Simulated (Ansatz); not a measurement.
# SiGe (P6_3mc) in Ansatz: elastic constants with PBEsol

Aim: the elastic constants of SiGe with PBEsol.

Everything below comes from runs of Ansatz 0.2.0. Logs are shortened: lines on timing, memory, paths and dates and some standing lists are left out, and cuts for length are marked.

## Step 1: The structure

It takes space group P6_3mc (No. 186, hexagonal). The conventional cell has a = 3.904 Å, b = 3.904 Å, c = 6.451 Å, α = 90.00°, β = 90.00°, γ = 120.00°. Ge (site symmetry 3m) has 4 Si at 2.40 to 2.41 Å as nearest neighbours. Around Si (site symmetry 3m) lie 4 Ge at 2.40 to 2.41 Å.

The cell comes from a database or a generator and needn't be the stable form of this composition.

## Step 2: Elastic constants, PBEsol

Contents of input.yaml:

```yaml
crystal:
  lattice:
    - [3.9044512986, 0.0, 0.0]
    - [-1.9522256493, 3.3813540124, 0.0]
    - [0.0, 0.0, 6.450783]
  atoms:
    - { symbol: Ge, position: [0.3333333333, 0.6666666667, 0.000392] }
    - { symbol: Ge, position: [0.6666666667, 0.3333333333, 0.500392] }
    - { symbol: Si, position: [0.3333333333, 0.6666666667, 0.374607] }
    - { symbol: Si, position: [0.6666666667, 0.3333333333, 0.874607] }
hamiltonian:
  xc: pbesol
  pseudopotentials: { kind: paw }
kpoints:
  mp_grid: { grid: [8, 8, 4] }
scf:
  occupations: { method: fixed }
output:
  forces: true
  stress: true
elastic:
  mode: relaxed_ion
  stencil: two_point
```

Potentials or basis: Ansatz PAW.

Run with:

```
$ ansatz run input.yaml --threads 2 --pin off --max-ram 5632MiB --backend cpu --events-out ev --progress --plain --runs-dir out
```

The log of the run:

```text
Warning: RAYON_NUM_THREADS=2 ignored (pool sized by the plan → 2); use --threads N
Engine: ansatz 0.2.0, aarch64-unknown-linux-gnu
Pseudopotentials: kind: paw
Pseudopotential: Ge, paw, valence charge 14, recommended cutoff 420 eV (normal), Ge.paw.azcp
Pseudopotential: Si, paw, valence charge 4, recommended cutoff 420 eV (normal), Si.paw.azcp
Functional definition: PBEsol
  exchange = pbesol_x
  correlation = pbesol_c
Crystal: 4 atoms, lattice volume = 85.165 Å³
Basis set: ecut = 420 eV, 1689 PW (Γ), exchange–correlation on 54×54×90 points (8 copies of the dense FFT grid, shifted against one another)
Bands: 22, of which v1, the nominal top of the filled ones, is band 18 counted from 1 (17 counted from 0)
Symmetry: 12 space group operations
Space group: P63mc (ITA 186), of the structure as read, at distance tolerance 4.4e-5 Å
k-points: 30 of 256 (time reversal used)
Non-local potential: Ge, projectors of the file, l = 0: 2, l = 1: 2, l = 2: 3, l = 3: 1
Non-local potential: Si, projectors of the file, l = 0: 2, l = 1: 2, l = 2: 2
PAW form: soft (Blöchl's): semilocal exchange-correlation on the pseudo side does not see the compensation charge
PAW frozen core: Ge, regenerated for the run's functional, and the local potential with it (the file was generated under x = pbe(κ = 0.804, μ = 0.2195149727645171), c = pbe(β = 0.06672455060314922))
PAW frozen core: Si, regenerated for the run's functional, and the local potential with it (the file was generated under x = pbe(κ = 0.804, μ = 0.2195149727645171), c = pbe(β = 0.06672455060314922))
PAW one-centre angular grid: Ge, 590 points (default); XC on 64 Gauss nodes
PAW one-centre angular grid: Si, 110 points (default); XC on 64 Gauss nodes
Initial density: superposition of atomic densities (neutral atoms: chi_scale 0, normalization atom), corrected by the library's trained network
Initial wavefunctions: pseudopotential atomic-orbital guess
Functional: x = pbesol(κ = 0.804, μ = 0.12345679012345678), c = pbesol(β = 0.046)
SCF iter   1: F=—  HF=-9749.864326 eV  |F-HF|=—  |Δ(HF+E_count)|=         —  Δρ=2.61e-3  dr2=6.93e-3  ethr=1.77e-3  ⟨swp⟩=4.1  Hψ=2702  notcnv=0  defer=56
preconditioner: auto → Resta (q_TF=auto, 2.364 Å⁻¹)  ε∞=5.0  [insulator: Δε(μ)=0.338 eV  Ē_g=8.038 eV  n_scr=22 (ndim 8)  ℏωp=16.1 eV  f_vac=0.013  ε∞_Penn≈5.0]
SCF iter   2: F=—  HF=-9749.861569 eV  |F-HF|=—  |Δ(HF+E_count)|=   2.76e-3  Δρ=1.59e-3  dr2=2.56e-3  ethr=1.92e-5  ⟨swp⟩=2.2  Hψ=1014  notcnv=0  defer=60
SCF iter   3: F=—  HF=-9749.861217 eV  |F-HF|=—  |Δ(HF+E_count)|=   3.52e-4  Δρ=6.34e-4  dr2=1.45e-4  ethr=7.10e-6  ⟨swp⟩=2.0  Hψ=1260  notcnv=0  defer=60
SCF iter   4: F=—  HF=-9749.861049 eV  |F-HF|=—  |Δ(HF+E_count)|=   1.68e-4  Δρ=2.01e-4  dr2=3.45e-5  ethr=4.02e-7  ⟨swp⟩=2.1  Hψ=1047  notcnv=0  defer=56
SCF iter   5: F=—  HF=-9749.861042 eV  |F-HF|=—  |Δ(HF+E_count)|=   7.15e-6  Δρ=5.35e-5  dr2=3.38e-6  ethr=9.58e-8  ⟨swp⟩=3.0  Hψ=1245  notcnv=0
SCF iter   6: F=—  HF=-9749.861044 eV  |F-HF|=—  |Δ(HF+E_count)|=   1.77e-6  Δρ=1.30e-5  dr2=1.47e-7  ethr=9.39e-9  ⟨swp⟩=3.0  Hψ=1200  notcnv=0
SCF iter   7: F=—  HF=-9749.861044 eV  |F-HF|=—  |Δ(HF+E_count)|=   2.31e-7  Δρ=6.38e-6  dr2=1.79e-8  ethr=4.10e-10  ⟨swp⟩=2.0  Hψ=898  notcnv=0
SCF iter   8: F=—  HF=-9749.861044 eV  |F-HF|=—  |Δ(HF+E_count)|=   1.01e-9  Δρ=5.64e-7  dr2=2.35e-10  ethr=4.97e-11  ⟨swp⟩=2.0  Hψ=1177  notcnv=0
SCF iter   9: F=—  HF=-9749.861044 eV  |F-HF|=—  |Δ(HF+E_count)|=  7.09e-11  Δρ=3.68e-7  dr2=4.49e-11  ethr=6.54e-13 (applied; sched 1.00e-12)  ⟨swp⟩=2.0  Hψ=1200  notcnv=0
SCF iter  10: F=—  HF=-9749.861044 eV  |F-HF|=—  |Δ(HF+E_count)|=  2.91e-11  Δρ=6.48e-8  dr2=1.58e-12  ethr=1.25e-13 (applied; sched 1.00e-12)  ⟨swp⟩=2.0  Hψ=960  notcnv=0
SCF iter  11: F=-9749.861044 eV  HF=-9749.861044 eV  |F-HF|=1.82e-12  |Δ(HF+E_count)|=  1.82e-12  Δρ=6.04e-9  dr2=1.70e-14  ethr=1.00e-12  ⟨swp⟩=4.4  Hψ=3242  notcnv=0
SCF 1 converged in 11 iterations: F = -9749.861044 eV  dr2 = 1.70e-14
relax step   1: F+E_penalty+E_count = -9749.86104378 eV  Δ(F+E_penalty+E_count) = +0.000e0 eV  max|allowed force component| = 9.819e-3 eV/Å  Δτ_max = 0.0000 Å  (11 SCF iters, accepted)
Initial density: handed on by an earlier stage of this run
Initial wavefunctions: pseudopotential atomic-orbital guess (no wavefunctions were taken with the density)
iter 1 solved again at ethr=8.38e-6 eV; its pass at ethr=3.10e-3 eV (dr2=3.02e-3 eV) is discarded
SCF iter   1: F=—  HF=-9749.862349 eV  |F-HF|=—  |Δ(HF+E_count)|=         —  Δρ=2.86e-3  dr2=2.95e-3  ethr=8.38e-6  ⟨swp⟩=2.0  Hψ=4161  notcnv=0  defer=60
preconditioner: auto → Resta (q_TF=auto, 2.364 Å⁻¹)  ε∞=5.0  [insulator: Δε(μ)=0.352 eV  Ē_g=8.043 eV  n_scr=22 (ndim 8)  ℏωp=16.1 eV  f_vac=0.012  ε∞_Penn≈5.0]
SCF iter   2: F=—  HF=-9749.861244 eV  |F-HF|=—  |Δ(HF+E_count)|=   1.10e-3  Δρ=1.29e-3  dr2=5.63e-4  ethr=8.20e-6  ⟨swp⟩=3.0  Hψ=1258  notcnv=0  defer=60
SCF iter   3: F=—  HF=-9749.861060 eV  |F-HF|=—  |Δ(HF+E_count)|=   1.84e-4  Δρ=4.83e-5  dr2=1.44e-6  ethr=1.56e-6  ⟨swp⟩=2.0  Hψ=1259  notcnv=0  defer=60
SCF iter   4: F=—  HF=-9749.861052 eV  |F-HF|=—  |Δ(HF+E_count)|=   8.15e-6  Δρ=1.05e-5  dr2=6.46e-8  ethr=4.00e-9  ⟨swp⟩=2.0  Hψ=1200  notcnv=0
SCF iter   5: F=—  HF=-9749.861052 eV  |F-HF|=—  |Δ(HF+E_count)|=   2.11e-8  Δρ=4.93e-6  dr2=1.78e-8  ethr=1.80e-10  ⟨swp⟩=2.0  Hψ=1200  notcnv=0
SCF iter   6: F=—  HF=-9749.861052 eV  |F-HF|=—  |Δ(HF+E_count)|=   1.37e-8  Δρ=2.00e-6  dr2=3.70e-9  ethr=4.93e-11  ⟨swp⟩=2.7  Hψ=1155  notcnv=0
SCF iter   7: F=—  HF=-9749.861052 eV  |F-HF|=—  |Δ(HF+E_count)|=  2.98e-10  Δρ=4.76e-7  dr2=2.42e-10  ethr=1.03e-11  ⟨swp⟩=2.0  Hψ=1161  notcnv=0
SCF iter   8: F=—  HF=-9749.861052 eV  |F-HF|=—  |Δ(HF+E_count)|=  7.64e-11  Δρ=6.48e-8  dr2=4.92e-12  ethr=6.73e-13 (applied; sched 1.00e-12)  ⟨swp⟩=2.0  Hψ=1200  notcnv=0
SCF iter   9: F=—  HF=-9749.861052 eV  |F-HF|=—  |Δ(HF+E_count)|=  5.46e-12  Δρ=9.25e-9  dr2=1.15e-13  ethr=1.37e-14 (applied; sched 1.00e-12)  ⟨swp⟩=2.0  Hψ=1188  notcnv=0
SCF iter  10: F=-9749.861052 eV  HF=-9749.861052 eV  |F-HF|=3.64e-12  |Δ(HF+E_count)|=    0.00e0  Δρ=1.91e-9  dr2=4.81e-15  ethr=1.00e-12  ⟨swp⟩=4.0  Hψ=2100  notcnv=0
[... 273 lines left out ...]
SCF iter   1: F=—  HF=-9749.861023 eV  |F-HF|=—  |Δ(HF+E_count)|=         —  Δρ=9.53e-7  dr2=5.87e-10  ethr=1.36e-12  ⟨swp⟩=2.1  Hψ=7135  notcnv=0  defer=2
SCF iter   2: F=—  HF=-9749.861008 eV  |F-HF|=—  |Δ(HF+E_count)|=   1.54e-5  Δρ=4.57e-7  dr2=1.72e-10  ethr=1.36e-12  ⟨swp⟩=3.1  Hψ=3682  notcnv=0  defer=2
SCF iter   3: F=—  HF=-9749.861008 eV  |F-HF|=—  |Δ(HF+E_count)|=  1.82e-11  Δρ=3.09e-7  dr2=6.93e-11  ethr=4.76e-13 (applied; sched 1.00e-12)  ⟨swp⟩=1.2  Hψ=1735  notcnv=0  defer=2
SCF iter   4: F=—  HF=-9749.861008 eV  |F-HF|=—  |Δ(HF+E_count)|=  5.46e-12  Δρ=1.91e-7  dr2=2.40e-11  ethr=1.92e-13 (applied; sched 1.00e-12)  ⟨swp⟩=1.4  Hψ=1748  notcnv=0  defer=2
SCF iter   5: F=—  HF=-9749.861008 eV  |F-HF|=—  |Δ(HF+E_count)|=  1.82e-12  Δρ=1.51e-7  dr2=1.47e-11  ethr=6.66e-14 (applied; sched 1.00e-12)  ⟨swp⟩=1.0  Hψ=1716  notcnv=0  defer=2
SCF iter   6: F=—  HF=-9749.861008 eV  |F-HF|=—  |Δ(HF+E_count)|=  3.64e-12  Δρ=8.96e-8  dr2=5.16e-12  ethr=4.09e-14 (applied; sched 1.00e-12)  ⟨swp⟩=1.3  Hψ=1741  notcnv=0  defer=2
SCF iter   7: F=—  HF=-9749.861008 eV  |F-HF|=—  |Δ(HF+E_count)|=    0.00e0  Δρ=3.61e-8  dr2=8.23e-13  ethr=1.43e-14 (applied; sched 1.00e-12)  ⟨swp⟩=1.9  Hψ=1852  notcnv=0  defer=2
SCF iter   8: F=—  HF=-9749.861008 eV  |F-HF|=—  |Δ(HF+E_count)|=    0.00e0  Δρ=1.65e-8  dr2=1.70e-13  ethr=2.29e-15 (applied; sched 1.00e-12)  ⟨swp⟩=1.8  Hψ=1859  notcnv=0  defer=2
SCF iter   9: F=—  HF=-9749.861008 eV  |F-HF|=—  |Δ(HF+E_count)|=    0.00e0  Δρ=1.51e-8  dr2=1.45e-13  ethr=1.00e-12  ⟨swp⟩=3.0  Hψ=4056  notcnv=0
SCF iter  10: F=-9749.861008 eV  HF=-9749.861008 eV  |F-HF|=0.00e0  |Δ(HF+E_count)|=    0.00e0  Δρ=1.95e-10  dr2=6.16e-17  ethr=1.00e-12  ⟨swp⟩=3.0  Hψ=5871  notcnv=0
SCF 28 converged in 10 iterations: F = -9749.861008 eV  dr2 = 6.16e-17
SCF converged after 10 iterations
Free energy (F): -9749.861052 eV
Harris-Foulkes:  -9749.861052 eV  (|F-HF|=1.82e-12)
Internal energy: -9749.861052 eV  (E = F + TS)
E sigma→0 (E₀):  -9749.861052 eV
Fermi energy:    7.611305 eV
--- Per-component energies (eV) ---
  E_band       = -306.507040
  E_kinetic    = 303.622790
  E_local      = -5305.800163  (includes V_loc(G=0)·N_el)
  E_nonlocal   = 893.268644
  E_hartree    = 2329.646001
  E_xc         = -259.285028
  E_vxc        = -223.166409  (∫ρ·V_xc dr)
  E_paw        = -4957.136101  (= ΣΔE_a)
  E_vpaw       = -633.724554  (= ΣTr[D̂ρ^β])
  E_aug_tail   = 0.000651  (compensation charges beyond the density's cutoff)
  E_ewald      = -2756.076839
  E_core_change = 1.898994  (= ΣΔE_core)
  E_smearing   = -0.000000  (= −TS)
  E_closure    = -0.000000  (closes the sum)
  Σ components = -9749.861052   (vs F -9749.861052, Δ=0.00e0)
--- Forces (eV/Å), atoms counted from 1 ---
  atom   1  Ge    -0.00000000     0.00000000    -0.00000172
  atom   2  Ge     0.00000000    -0.00000000    -0.00000172
  atom   3  Si     0.00000000     0.00000000     0.00000159
  atom   4  Si     0.00000000    -0.00000000     0.00000159
  max |Σ_I F_I| component: 2.68e-7 eV/Å
--- Stress (GPa, compression-positive) ---
       -0.219348       0.000000       0.000000
       -0.000000      -0.219348       0.000000
        0.000000       0.000000      -0.338852
  P = ⅓ Tr σ = -0.2592 GPa (-2.592 kbar)
--- Band table (eV; the first three rows and the last of 30) ---
  k-point 0: bands = ["-16.9554", "-16.9554", "-16.9517", "-16.9517", "-16.9488", "-16.9488", "-16.9266", "-16.9266", "-16.9227", "-16.9227", "-5.0410", "-2.8881", "0.1228", "6.0322", "6.0322", "7.2962", "7.6113", "7.6113", "8.0072", "9.0598", "9.6417", "9.6417"]
  k-point 1: bands = ["-16.9554", "-16.9554", "-16.9513", "-16.9513", "-16.9493", "-16.9493", "-16.9260", "-16.9260", "-16.9233", "-16.9233", "-4.8462", "-3.4489", "1.0705", "5.4000", "6.1938", "6.1938", "7.2558", "7.2558", "8.2117", "9.6381", "9.9842", "9.9842"]
  k-point 2: bands = ["-16.9554", "-16.9554", "-16.9503", "-16.9503", "-16.9503", "-16.9503", "-16.9246", "-16.9246", "-16.9246", "-16.9246", "-4.2808", "-4.2808", "3.0401", "3.0401", "6.6466", "6.6466", "6.6466", "6.6466", "8.8036", "8.8036", "10.6858", "10.6858"]
  k-point 29: bands = ["-16.9553", "-16.9553", "-16.9466", "-16.9466", "-16.9455", "-16.9455", "-16.9250", "-16.9250", "-16.9231", "-16.9231", "-1.9491", "-1.9491", "-0.0809", "-0.0809", "3.2710", "3.2710", "5.4600", "5.4600", "8.9338", "8.9338", "11.4665", "11.4665"]
--- Elastic constants: 3 strain directions × 2 members + reference (group order 12) ---
  dense FFT box of the reference and of every strained cell: 27×27×45
  strains applied: 11, 33, 23; error gains: componentwise 1.00 (the most a stress slope's error grows in a printed constant), spectral 1.41 (1 for all six strains in a standard setting)
  reference relaxed by the batch: 3 steps; max|allowed force component| 9.82e-3 eV/Å at the deck's positions, 1.66e-6 at the last accepted step, 1.66e-6 by the solve of record
  largest displacement 4.1e-4 Å; the constants are those of the deck's cell at these positions:
  atoms:
    - { symbol: Ge, position: [0.33333333333333326, 0.6666666666666665, 0.0004550935943011058] }
    - { symbol: Ge, position: [0.6666666666666665, 0.33333333333333326, 0.5004550935943011] }
    - { symbol: Si, position: [0.33333333333333326, 0.6666666666666665, 0.3745439064056989] }
    - { symbol: Si, position: [0.6666666666666665, 0.33333333333333326, 0.8745439064056989] }
  C = ∂σ_k/∂η_j (tension-positive GPa; Voigt order 11 22 33 23 13 12):
       165.645     44.294     28.000      0.000      0.000     -0.000
        44.294    165.645     28.000      0.000      0.000     -0.000
        27.873     27.873    188.935      0.000      0.000      0.000
         0.000      0.000      0.000     44.748      0.000      0.000
         0.000     -0.000      0.000      0.000     44.748      0.000
         0.000     -0.000     -0.000      0.000      0.000     60.675
  reference stress σ⁰ (GPa):      0.219      0.219      0.339     -0.000     -0.000      0.000
  C* (energy form; C + prestress term) asymmetry max|C*_kj − C*_jk| = 7.979e-3 GPa — a small one proves nothing (zero by symmetry where the batch's group is 432, −43m or m−3m); a large one is finite-difference/SCF noise where every solve meets its electron count
  moduli (Voigt/Reuss/Hill, GPa): K = 80.06/80.04/80.05   G = 58.04/55.39/56.72   E = 137.64   ν = 0.213
  mechanically stable: yes (min eigenvalue of sym C = 44.75 GPa)
  strain η (Voigt 11):  stress-route row diagonal C_11 = 165.64 GPa, energy-path curvature d²(F+E_count+ΔE)/dδ²/Ω₀ = 165.59 GPa
         δ    σ_11 (GPa)             F (eV)   n_scf  n_hpsi   n_pw
    -2.000e-3      -0.1137       -9749.8611115       6   18467   1702   relax 4 steps, max|allowed force component| 5.16e-6 eV/Å
     2.000e-3       0.5489       -9749.8606457       5   17232   1704   relax 3 steps, max|allowed force component| 1.92e-7 eV/Å
  strain η (Voigt 33):  stress-route row diagonal C_33 = 188.94 GPa, energy-path curvature d²(F+E_count+ΔE)/dδ²/Ω₀ = 189.71 GPa
         δ    σ_33 (GPa)             F (eV)   n_scf  n_hpsi   n_pw
    -2.000e-3      -0.0408       -9749.8612163       6    8363   1696   relax 3 steps, max|allowed force component| 3.73e-7 eV/Å
     2.000e-3       0.7149       -9749.8604924       5    8157   1702   relax 3 steps, max|allowed force component| 5.93e-7 eV/Å
  strain η (Voigt 23):  stress-route row diagonal C_44 = 44.75 GPa, energy-path curvature d²(F+E_count+ΔE)/dδ²/Ω₀ = 44.61 GPa
         δ    σ_23 (GPa)             F (eV)   n_scf  n_hpsi   n_pw
    -2.000e-3      -0.0895       -9749.8610079      10   31608   1704   relax 3 steps, max|allowed force component| 1.30e-6 eV/Å
     2.000e-3       0.0895       -9749.8610079      10   32126   1704   relax 2 steps, max|allowed force component| 3.63e-5 eV/Å
```

Run time: 1.7 min. Hardware: 2 threads of Arm Neoverse V2, shared host; peak memory 0.42 GiB.

Results:

- Free energy: -9749.8611 eV
- Pressure: -0.3 GPa
- Band gap on the k mesh: 0.35 eV, indirect (least direct gap 0.40 eV)
- Voigt bulk modulus: 80 GPa

Stress tensor (GPa, compression positive):
```
-0.22  0.00  0.00
 0.00 -0.22  0.00
 0.00  0.00 -0.34
```

Levels at points of the mesh, in eV from the valence-band top:
```csv
k point,band 16,band 17,band 18,band 19,band 20,band 21
"(0.00, 0.00, 0.00)",-0.32,0.00,0.00,0.40,1.45,2.03
"(0.00, 0.00, -0.50)",-0.96,-0.96,-0.96,1.19,1.19,3.07
"(0.00, -0.50, 0.00)",-3.17,-3.02,-1.53,0.35,1.95,3.19
"(0.00, -0.50, -0.50)",-2.60,-2.52,-2.52,0.61,0.61,1.78
```

Elastic tensor in Voigt notation (GPa, in the Cartesian axes of the cell as first typed):
```
166  44  28   0   0   0
 44 166  28   0   0   0
 28  28 189   0   0   0
  0   0   0  45   0   0
  0   0   0   0  45   0
  0   0   0   0   0  61
```

Caveat: the PAW data sets come from PBE, with cores solved anew for the run's functional, which leaves a small shift of forces and pressure. A k mesh can miss the band edges.
